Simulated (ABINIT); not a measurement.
FeO:

```
CELL_PARAMETERS angstrom
-1.60210 1.60210 2.08339
1.60210 -1.60210 2.08339
1.60210 1.60210 -2.08339
ATOMIC_POSITIONS crystal
Fe 0.00000 0.00000 0.00000
O 0.50000 0.50000 0.00000
```

The cell comes from a database or a generator and needn't be the stable form of this composition.

* Program: ABINIT 10.8.3 (patched build)
* Task: relaxation of cell and atoms
* Functional: PBEsol
* Potentials or basis: PseudoDojo NC SR PBEsol v0.4.1 standard
* Cutoff: 1225 eV
* k mesh: 9 × 9 × 9
* Occupations: fermi-dirac, width 0.05 eV
* Spin: collinear spin, ferromagnetic start
* Starting moments: [3.0, 0.0] μB

At the start: pressure -16.6 GPa; volume 10.70 Å³/atom.

**Question.** How do energy, volume and symmetry change on relaxing?

**Answer.** Over 8 steps the energy falls by 80.9 meV/atom and the volume is 9.54 Å³/atom (-10.8 %); space group Fm-3m (No. 225, to 0.05 Å); moment 4.00 μB per cell.

The path:
```csv
step,energy change (eV),largest force (eV/Å),pressure (GPa),volume (Å³)
1,0.0000,0.0000,-16.57,21.39
2,-0.0894,0.0000,-9.42,20.32
3,-0.1342,0.0000,2.59,18.98
4,-0.1424,0.0000,1.58,19.03
5,-0.1612,0.0000,1.47,18.94
6,-0.1617,0.0000,-0.07,19.08
7,-0.1618,0.0000,0.01,19.07
8,-0.1618,0.0000,0.00,19.07
```

Final structure:
```
CELL_PARAMETERS angstrom
-1.49949 1.49949 2.12061
1.49949 -1.49949 2.12061
1.49949 1.49949 -2.12061
ATOMIC_POSITIONS crystal
Fe 0.00000 0.00000 0.00000
O 0.50000 0.50000 0.00000
```

Caveat: a cell with one magnetic atom can't hold antiferromagnetic order, which such compounds often take.
